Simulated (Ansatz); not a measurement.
Runs of Ansatz 0.2.0 on TiSi2. It takes space group Fddd (No. 70, orthorhombic). Conventional cell: a = 4.779 Å, b = 8.235 Å, c = 8.526 Å, α = 90.00°, β = 90.00°, γ = 90.00°. Ti (site symmetry 222) is surrounded by 10 Si at 2.55 to 2.78 Å. Si (site symmetry 2) has 5 Si at 2.52 to 2.79 Å and 5 Ti at 2.55 to 2.78 Å as nearest neighbours. The cell is a database's computed one.

```csv
task,level,potentials or basis,cell,cutoff (eV),gap on the mesh (eV),pressure (GPa),relaxed volume (Å³/atom),largest force (eV/Å)
relaxation of cell and atoms,PBE,Ansatz PAW earlier set,relaxed,910,none,0.0,(a),-
projected density of states,PBEsol,Ansatz PAW,as given,420,none,-2.0,-,0.05
projected density of states,revPBE,Ansatz PAW,as given,420,none,4.0,-,0.01
projected density of states,r2SCAN,Ansatz PAW,as given,500,none,(c),-,(b)
relaxation of cell and atoms,PBE,JTH PAW,relaxed,1230,none,0.0,14.18,-
```

Alike in all rows: no spin polarisation; k mesh 7 × 7 × 7; smearing fermi-dirac 0.05 eV.

Problem. Estimate the missing entries.

Solution. (a) 14.17; (b) 0.02; (c) -0.2.

Caveats: the PAW data sets come from PBE, with cores solved anew for the run's functional, which leaves a small shift of forces and pressure (some runs); the density of states is complete only up to the lowest level of the last band computed (some runs); the plane-wave basis is chosen anew once the cell has moved, so the energies of steps on either side of that aren't comparable (some runs).

A gap of «none» marks a metal or a gap under the smearing width.
